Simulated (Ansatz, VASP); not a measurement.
# One calculation of GaAs, two programs

Contents of POSCAR:

```
GaAs
1.0
    0.0000000000      2.7038964144      2.8330850947
    2.7038964144      0.0000000000      2.8330850947
    2.7038964144      2.7038964144      0.0000000000
Ga As
1 1
Direct
    0.0000000000      0.0000000000      0.0000000000
    0.2500000000      0.2500000000      0.2500000000
```

File INCAR.step1:

```
  PREC = Accurate
  ENCUT = 520
  ISMEAR = 0
  SIGMA = 0.01
  LREAL = F
  LASPH = T
  NELM = 60
  NBANDS = 16
  GGA = PE
  ALGO = Normal
  EDIFF = 1E-4
  LWAVE = T
  LCHARG = F
```

Contents of INCAR.step2:

```
  PREC = Accurate
  ENCUT = 520
  EDIFF = 1E-6
  ISMEAR = 0
  SIGMA = 0.01
  LREAL = F
  LASPH = T
  NELM = 60
  ALGO = Normal
  ISIF = 2
  LWAVE = F
  LCHARG = F
  METAGGA = R2SCAN
  LMIXTAU = T
  NBANDS = 16
  ISTART = 1
```

File KPOINTS:

```
Automatic mesh
0
Gamma
  8 8 8
```

Input for Ansatz:

```yaml
crystal:
  lattice:
    - [0.0, 2.7038964144, 2.8330850947]
    - [2.7038964144, 0.0, 2.8330850947]
    - [2.7038964144, 2.7038964144, 0.0]
  atoms:
    - { symbol: Ga, position: [0.0, 0.0, 0.0] }
    - { symbol: As, position: [0.25, 0.25, 0.25] }
kpoints:
  mp_grid: { grid: [8, 8, 8] }
  band_path:
    path:
      - [0.0, 0.0, 0.0]
      - [-0.5, -0.5, 0.0]
      - [-0.375, -0.375, 0.25]
      - [-0.375, 0.0, 0.375]
      - [0.0, 0.0, 0.5]
      - [-0.5, -0.25, 0.25]
      - [0.0, 0.429687, 0.429687]
    npoints: 1
hamiltonian:
  xc: r2scan
scf:
  occupations: { method: fixed }
  n_extra_bands: 4
output:
  forces: true
  stress: true
  eigenvalues: true
  write_density: true
  write_potential: true
  elf: true
  volumetric_format: npy
```

Change from the starting cell: biaxial_xy strain -4.6%.

Alike in both runs: task single point; functional r2SCAN; k mesh 8 × 8 × 8; no spin polarisation.

|  | VASP | Ansatz |
| --- | --- | --- |
| version | VASP 6.6.1 | Ansatz 0.2.0 |
| potentials or method | VASP PAW PBE potentials, release 64 (Ga_d, As) | plane waves, PAW |
| plane-wave cutoff (eV) | 520 | 500 |
| occupations | gaussian, width 0.01 eV | fixed |
| valence electrons in the cell | 18 | 28 |

Ansatz gave:

- gap on the k mesh at the Fermi level (eV): 1.38
- pressure (GPa): 8.3
- largest component of the traceless stress (GPa): 2.34

Problem. What did VASP give for the same quantities?

Solution. gap on the k mesh at the Fermi level (eV): 1.37; pressure (GPa): 8.5; largest component of the traceless stress (GPa): 2.33.

The two sets of potentials don't hold the same shells in valence.

Caveats: the PAW data sets were made with another functional, which shifts forces and pressure a little (VASP). A k mesh can miss the band edges.
